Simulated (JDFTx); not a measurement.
Crystal: Be.

```
Be
1.0
     2.28530    0.00000    0.00000
    -1.14265    1.97913    0.00000
     0.00000    0.00000    3.58420
Be
2
Direct
  0.66667 0.33333 0.75000
  0.33333 0.66667 0.25000
```

* Program: JDFTx 1.7.0 (patched build)
* Task: single point
* Functional: PBE
* Potentials or basis: PseudoDojo-SR-PBE-0.5-standard
* Cutoff: 1197 eV
* Density cutoff: 4789 eV
* k mesh: 13 × 13 × 8
* Occupations: fermi-dirac, width 0.05 eV
* Spin: no spin polarisation

On this cell: pressure -2.0 GPa; largest force under 0.003 eV/Å; band gap on the k mesh none (metal or under the smearing width).

The same run follows on a disturbed copy (atoms moved at random, drawn with an rms of 0.05 Å):

```
Be
1.0
     2.28530    0.00000    0.00000
    -1.14265    1.97913    0.00000
     0.00000    0.00000    3.58420
Be
2
Cartesian
  1.1861 0.6698 2.6888
  -0.0251 1.2998 0.9267
```

Q: What changes?

A: The energy (extrapolated to zero smearing) moves by +6.9 meV/atom; pressure -1.8 GPa; largest force 0.365 eV/Å; band gap on the k mesh none (metal or under the smearing width).

Forces in eV/Å, atoms in the order of the input:
```
Be  -0.257 -0.119  0.231
Be   0.257  0.119 -0.231
```

Stress tensor (GPa, compression positive):
```
-1.04  1.42 -0.28
 1.42 -2.29 -0.13
-0.28 -0.13 -2.18
```

Caveats: forces may be off by hundredths of an eV/Å.
